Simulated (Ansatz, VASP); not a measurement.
MgH2 in VASP and in Ansatz

INCAR

```
PREC     = Accurate       # precision mode
ENCUT    = 600            # plane-wave cutoff, eV
EDIFF    = 1E-7           # SCF threshold, eV
ISMEAR   = 0              # smearing method
SIGMA    = 0.02           # smearing width, eV
LREAL    = False          # projectors in reciprocal space
LASPH    = True           # aspherical terms in the spheres
NELM     = 100            # most SCF steps
ALGO     = Fast           # electronic algorithm
ISIF     = 3              # what is computed and relaxed
LWAVE    = False          # write WAVECAR
LCHARG   = False          # write CHGCAR
GGA      = PE             # functional
IVDW     = 12             # dispersion correction
IBRION   = 2              # ionic algorithm
NSW      = 100            # ionic steps
EDIFFG   = -0.01          # ionic threshold
```

Contents of KPOINTS:

```
regular mesh
0
Gamma
  6 6 8
```

File POSCAR:

```
MgH2
1.0
    4.4766941100      0.0000000000      0.0000000000
    0.0000000000      4.4766941100      0.0000000000
    0.0000000000      0.0000000000      2.9925370200
Mg H
2 4
Direct
    0.5000000000      0.5000000000      0.5000000000
    0.0000000000      0.0000000000      0.0000000000
    0.6955720200      0.6955720200      0.0000000000
    0.8044279800      0.1955720000      0.5000000000
    0.3044280100      0.3044280100      0.0000000000
    0.1955720000      0.8044279800      0.5000000000
```

Input for Ansatz:

```yaml
crystal:
  lattice:
    - [4.47669411, 0.0, 0.0]
    - [0.0, 4.47669411, 0.0]
    - [0.0, 0.0, 2.99253702]
  atoms:
    - { symbol: Mg, position: [0.5, 0.5, 0.5] }
    - { symbol: Mg, position: [0.0, 0.0, 0.0] }
    - { symbol: H, position: [0.69557202, 0.69557202, 0.0] }
    - { symbol: H, position: [0.80442798, 0.195572, 0.5] }
    - { symbol: H, position: [0.30442801, 0.30442801, 0.0] }
    - { symbol: H, position: [0.195572, 0.80442798, 0.5] }
basis:
  ecutwfc: 420
kpoints:
  mp_grid: { grid: [6, 6, 8] }
hamiltonian:
  xc: pbe
  dispersion: d3bj
scf:
  occupations: { method: gaussian, width: 0.02 }
output:
  forces: true
  stress: true
  eigenvalues: true
relax:
  adjacent_minimum: "off"
  f_tol: 0.01
  max_steps: 80
  cell: { stress_tol: 0.05 }
```

Alike in both runs: task relaxation of cell and atoms; functional PBE; dispersion D3(BJ); k mesh 6 × 6 × 8; occupations gaussian, width 0.02 eV; no spin polarisation.

|  | VASP | Ansatz |
| --- | --- | --- |
| version | VASP 6.6.1 | Ansatz 0.2.0 |
| potentials or method | VASP PAW PBE potentials, release 64 (Mg, H) | scalar-relativistic, plane waves, PAW |
| plane-wave cutoff (eV) | 600 | 420 |
| valence electrons in the cell | 8 | 24 |

Ansatz gave:

```
gap on the k mesh at the Fermi level, each at its own relaxed structure (eV) : 3.84
relaxed volume (Å³/atom)                                                     : 9.79
relaxed cell length with the largest relative difference (Å)                 : 2.988
```

What did VASP give for the same quantities?

gap on the k mesh at the Fermi level, each at its own relaxed structure (eV): 3.84; relaxed volume (Å³/atom): 9.76; relaxed cell length with the largest relative difference (Å): 2.983.

The two sets of potentials don't hold the same shells in valence.

A k mesh can miss the band edges. PBE gaps usually lie below the measured ones, often by a third to a half.
